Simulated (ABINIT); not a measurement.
# Co (P6_3/mmc) in ABINIT: settings compared, part 2 of 2

ABINIT 10.8.3 (patched build).

### Step 3. Phonons, PBEsol, collinear spin, ferromagnetic start

The input, run.abi:

```
# Datasets
ndtset 2

# Pseudopotentials
pp_dirpath "./"
pseudos "Co.upf"

# Structure
acell 4.6714027971 4.6714027971 7.5988610189
rprim
     1.0000000000     0.0000000000     0.0000000000
    -0.5000000000     0.8660254038     0.0000000000
     0.0000000000     0.0000000000     1.0000000000
ntypat 1
znucl 27
natom 2
typat 1 1
xred
            2/3            1/3            3/4
            1/3            2/3            1/4

# Plane-wave basis
ecut 42.0

# k points
ngkpt 12 12 8
nshiftk 1
shiftk 0.0 0.0 0.0

# Exchange and correlation
ixc -116133

# Bands and occupations
nband 26
occopt 3
tsmear 0.136 eV

# Spin
nsppol 2
spinat
     0.0000000000     0.0000000000     2.0000000000
     0.0000000000     0.0000000000     2.0000000000

# SCF cycle
nstep 80

# Output
prteig 0
prtebands 0
prtwf 0
prtden 0
prtpot 0

# Dataset 1: ground state
kptopt1 1
tolvrs1 1.0e-15
prtwf1 1
tolwfr1 1.0e-14
nbdbuf1 4
nline1 6

# Dataset 2: response at q = 0 to atomic displacements
rfphon2 1
rfatpol2 1 2
rfdir2 1 1 1
getwfk2 1
kptopt2 2
nqpt2 1
qpt2 0.0 0.0 0.0
tolvrs2 1.0e-10
```

The input, mrgddb.in:

```
merged_DDB
Co
2
runo_DS1_DDB
runo_DS2_DDB
```

The input, anaddb.abi:

```
ddb_filepath "merged_DDB"
output_file "anaddb.abo"
outdata_prefix "ana"
asr 2
chneut 0
dipdip 0
dieflag 0
enunit 0
eivec 1
nph1l 1
qph1l 0.0 0.0 0.0 1.0
```

Potentials or basis: PseudoDojo NC SR PBEsol v0.4.1 standard.

Run with:

```console
> mpirun --bind-to none -np 4 abinit run.abi > log 2>&1
> mrgddb < mrgddb.in > mrgddb.log 2>&1
> anaddb anaddb.abi > anaddb.log 2>&1
```

run.abo:

```text
.Version 10.8.3 of ABINIT
 DATASET    1 : space group P6_3/m m c (#194); Bravais hP (primitive hexag.)
================================================================================
 Values of the parameters that define the memory need for DATASET  1.
     intxc =       0    ionmov =       0      iscf =       7    lmnmax =       6
     lnmax =       6     mgfft =      48  mpssoang =       3    mqgrid =    3001
     natom =       2  nloc_mem =       1    nspden =       2   nspinor =       1
    nsppol =       2      nsym =      24    n1xccc =    2501    ntypat =       1
    occopt =       3   xclevel =       2
       mpw =        1886          nfft =       43200          nkpt =          95
================================================================================
================================================================================

 DATASET    2 : space group P6_3/m m c (#194); Bravais hP (primitive hexag.)
================================================================================
 Values of the parameters that define the memory need for DATASET  2 (RF).
     intxc =       0      iscf =       7    lmnmax =       6     lnmax =       6
     mgfft =      48  mpssoang =       3    mqgrid =    3001     natom =       2
  nloc_mem =       1    nspden =       2   nspinor =       1    nsppol =       2
      nsym =      24    n1xccc =    2501    ntypat =       1    occopt =       3
   xclevel =       2
      nfft =       43200          nkpt =         580
================================================================================
================================================================================

--------------------------------------------------------------------------------
------------- Echo of variables that govern the present computation ------------
--------------------------------------------------------------------------------
 -outvars: echo values of preprocessed input variables --------
            acell      4.6714027971E+00  4.6714027971E+00  7.5988610189E+00 Bohr
              amu      5.89332000E+01
             ecut      4.20000000E+01 Hartree
           getwfk1          0
           getwfk2          1
                       outvar_i_n : Printing only first  50 k-points.
              ixc     -116133
           jdtset        1    2
                       outvar_i_n : Printing only first  50 k-points.
           kptopt1          1
           kptopt2          2
         kptrlatt       12    0    0      0   12    0      0    0    8
[... 910 lines left out ...]
  Sum:                 0.000005    -0.000004      0.000000     0.000009
 Total magnetization (from the atomic spheres):                0.000009
 Total magnetization (exact up - dn):                          0.000003

================================================================================

 ----iterations are completed or convergence reached----

 Mean square residual over all n,k,spin=   79.498E-19; max=  13.273E-15

 2DEtotal=    0.4104386011E+01 Ha. Also 2DEtotal=    0.111686033054E+03 eV
    (2DErelax=   -2.2611360830E+04 Ha. 2DEnonrelax=    2.2615465216E+04 Ha)
    (  non-var. 2DEtotal :    4.1043863321E+00 Ha)

================================================================================

 ---- first-order wavefunction calculations are completed ----

 ==> Compute Derivative Database <==

  Dynamical matrix, in cartesian coordinates,
   if specified in the inputs, asr has been imposed
     j1       j2             matrix element
  dir pert dir pert     real part    imaginary part

   1    1   1    1         0.0253746142         0.0000000000
   1    1   1    2        -0.0253746142        -0.0000000000

   2    1   2    1         0.0253746143         0.0000000000
   2    1   2    2        -0.0253746143        -0.0000000000
[... 10 lines left out ...]
   3    2   3    1        -0.0710266709        -0.0000000000
   3    2   3    2         0.0710266709         0.0000000000

  Phonon wavevector (reduced coordinates) :  0.00000  0.00000  0.00000
 Phonon energies in Hartree :
   0.000000E+00  0.000000E+00  0.000000E+00  6.873132E-04  6.873132E-04
   1.149915E-03
 Phonon frequencies in cm-1    :
   0.000000E+00  0.000000E+00  0.000000E+00  1.508478E+02  1.508478E+02
   2.523771E+02

== END DATASET(S) ==============================================================
================================================================================

 -outvars: echo values of variables after computation  --------
            acell      4.6714027971E+00  4.6714027971E+00  7.5988610189E+00 Bohr
           etotal1    -3.0565813594E+02
           etotal2     4.1043860112E+00
            fcart1    -5.7641041462E-29 -3.3279070804E-29  2.7683478818E-31
                       5.7641041462E-29  3.3279070804E-29 -2.7683478818E-31
            fcart2     0.0000000000E+00  0.0000000000E+00  0.0000000000E+00
                       0.0000000000E+00  0.0000000000E+00  0.0000000000E+00
            rprim      1.0000000000E+00  0.0000000000E+00  0.0000000000E+00
                      -5.0000000000E-01  8.6602540380E-01  0.0000000000E+00
                       0.0000000000E+00  0.0000000000E+00  1.0000000000E+00
           strten1     3.0029548384E-04  3.0029548160E-04  3.5815880585E-04
                       0.0000000000E+00  0.0000000000E+00  0.0000000000E+00
           strten2     0.0000000000E+00  0.0000000000E+00  0.0000000000E+00
                       0.0000000000E+00  0.0000000000E+00  0.0000000000E+00
           xangst      1.2359999507E+00  7.1360490430E-01  3.0158580580E+00
                       3.2592776309E-17  1.4272098086E+00  1.0052860193E+00
             xred      6.6666666667E-01  3.3333333333E-01  7.5000000000E-01
                       3.3333333333E-01  6.6666666667E-01  2.5000000000E-01
 Calculation completed.
```

Run time: 14 min. Hardware: 4 MPI ranks of Arm Neoverse V1, shared host; peak memory 2 GiB.

Results:

| Property | Result |
| --- | --- |
| Free energy | -8317.3816 eV |
| Pressure | -9.4 GPa |
| Band gap on the k mesh | none (metal or under the smearing width) |
| Net moment | 3.18 μB per cell |
| Site moments | Co +1.66 μB |
| Highest phonon frequency at Γ | 252 cm⁻¹ |

Phonon frequencies in cm⁻¹ (negative: imaginary):
```csv
q point,frequencies
"(0.000, 0.000, 0.000)",0 0 0 151 151 252
```

Caveat: the cell is more than 3 GPa from zero pressure, which shifts response properties; this build's spin-polarised response under this functional may be imprecise.
